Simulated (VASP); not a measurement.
# Lu: intraband terms of a metal's spectrum

Lu, R-3m (no. 166), 3 atoms in the cell. PBE, independent-particle dielectric function; PAW potentials Lu (PBE set).

## Input

INCAR.step1:
```
PREC = Accurate
ENCUT = 300
ISMEAR = 1
SIGMA = 0.1
EDIFF = 1E-7
LASPH = T
KPAR = 4
LWAVE = F
LCHARG = T
LMAXMIX = 4
```

INCAR.step2:
```
PREC = Accurate
ENCUT = 300
ISMEAR = 0
SIGMA = 0.3
EDIFF = 1E-6
LASPH = T
KPAR = 4
LWAVE = T
LCHARG = F
LMAXMIX = 4
ICHARG = 11
NBANDS = 60
NEDOS = 3000
OMEGAMAX = 30
CSHIFT = 0.1
```

INCAR.step3, as INCAR.step2 but for:
```
- LWAVE = T
+ LWAVE = F
+ LOPTICS = T
+ ALGO = None
+ NELM = 1
+ ISTART = 1
```

INCAR.step4, as INCAR.step3 but for:
```
+ WPLASMAI = 0.03
```

INCAR.step5 to INCAR.step6 change the same tag again: WPLASMAI = 0.1, 0.3.

INCAR.step7, as INCAR.step6 but for:
```
- WPLASMAI = 0.3
+ RTIME = 20
```

INCAR.step8, as INCAR.step7 but for:
```
- RTIME = 20
+ RTIME = 40
```

INCAR.step9, as INCAR.step8 but for:
```
- RTIME = 40
+ LNABLA = T
```

INCAR.step10, as INCAR.step9 but for:
```
- ISMEAR = 0
- LNABLA = T
+ ISMEAR = -5
```

KPOINTS.step1:
```
k-points
0
Gamma
  9 9 9
```

KPOINTS.step2:
```
k-points
0
Gamma
  7 7 7
```

POSCAR:
```
Lu
1.0
    1.7407333994      1.0050128967      8.4851473122
   -1.7407333994      1.0050128967      8.4851473122
    0.0000000000     -2.0100257934      8.4851473122
Lu
3
Direct
    0.2216913900      0.2216913900      0.2216913900
    0.7783086100      0.7783086100      0.7783086100
    0.0000000000      0.0000000000      0.0000000000
```

Commands (each step's output is kept before the next begins):
```
cat potpaw_PBE.64/Lu/POTCAR > POTCAR
cp INCAR.step1 INCAR
cp KPOINTS.step1 KPOINTS
mpirun -np 4 vasp_std > vasp.out
cp INCAR.step2 INCAR
cp KPOINTS.step2 KPOINTS
mpirun -np 4 vasp_std > vasp.out
cp INCAR.step3 INCAR
mpirun -np 4 vasp_std > vasp.out
cp INCAR.step4 INCAR
mpirun -np 4 vasp_std > vasp.out
cp INCAR.step5 INCAR
mpirun -np 4 vasp_std > vasp.out
cp INCAR.step6 INCAR
mpirun -np 4 vasp_std > vasp.out
cp INCAR.step7 INCAR
mpirun -np 4 vasp_std > vasp.out
cp INCAR.step8 INCAR
mpirun -np 4 vasp_std > vasp.out
cp INCAR.step9 INCAR
mpirun -np 4 vasp_std > vasp.out
cp INCAR.step10 INCAR
mpirun -np 4 vasp_std > vasp.out
```

## Result

- Bands: 60

One ground state, settings moved in the last step alone:

| Settings | Plasma frequency (eV) | Im ε at 0.5 eV | Im ε at 1 eV | Im ε at 2 eV | Im ε at 4 eV | Time (s) |
|---|---|---|---|---|---|---|
| interband part alone | 3.24 | 35.7 | 23.0 | 18.5 | 5.5 | 21 |
| Drude term, WPLASMAI 0.03 | 3.24 | 38.2 | 23.3 | 18.5 | 5.5 | 21 |
| Drude term, WPLASMAI 0.1 | 3.24 | 43.8 | 24.0 | 18.6 | 5.5 | 21 |
| Drude term, WPLASMAI 0.3 | 3.24 | 54.2 | 25.9 | 18.9 | 5.5 | 21 |
| relaxation time RTIME 20 fs | 3.24 | 38.5 | 23.3 | 18.5 | 5.5 | 21 |
| relaxation time RTIME 40 fs | 3.24 | 37.1 | 23.2 | 18.5 | 5.5 | 21 |
| transversal form (LNABLA) | 3.22 | 35.4 | 22.8 | 18.3 | 5.4 | 20 |
| tetrahedron method | – | – | – | – | – | no result |

VASP 6.6.1 took 526 s on 4 cores (Intel Xeon Platinum 8259CL @ 2.50GHz (Skylake/Cascade Lake)), a shared host.
